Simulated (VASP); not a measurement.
Input of a VASP 6.6.1 run:

File INCAR:

```
PREC     = Accurate       # precision mode
ENCUT    = 350            # plane-wave cutoff, eV
EDIFF    = 1E-7           # SCF threshold, eV
ISMEAR   = 0              # smearing method
SIGMA    = 0.1            # smearing width, eV
LREAL    = F              # projectors in reciprocal space
LASPH    = T              # aspherical terms in the spheres
NELM     = 60             # most SCF steps
ALGO     = Fast           # electronic algorithm
ISIF     = 3              # what is computed and relaxed
LWAVE    = F              # write WAVECAR
LCHARG   = F              # write CHGCAR
GGA      = CA             # functional
IBRION   = 2              # ionic algorithm
NSW      = 80             # ionic steps
EDIFFG   = -0.002         # ionic threshold
```

KPOINTS

```
regular mesh
0
Gamma
  9 9 6
```

Contents of POSCAR:

```
Ti                                      
1.0
    2.8608705231     -0.0000000000     -0.0000000000
   -1.4304352615      2.4775865489      0.0000000000
   -0.0000000000      0.0000000000      4.5035103406
  Ti            
     2
Direct
     0.3333333300000021    0.6666666699999979    0.2500000000000000
     0.6666666699999979    0.3333333300000021    0.7500000000000000
```

Potentials or basis: VASP PAW LDA potentials, release 64 (Ti_sv).

The run is started by

```sh
$ cat potpaw_LDA.64/Ti_sv/POTCAR > POTCAR
$ mpirun -np 1 vasp_std > vasp.out
```

(1) Estimate the relaxed volume.

(2) What does it give for the space group after relaxing (to 0.05 Å)?

(3) Estimate the band gap on the k mesh.

(4) Estimate the relaxed cell.

Answers

(1) 15.98 Å³/atom.

(2) P6_3/mmc (No. 194).

(3) none (metal or under the smearing width).

(4) a = 2.862 Å, b = 2.862 Å, c = 4.505 Å, α = 90.00°, β = 90.00°, γ = 120.00°.
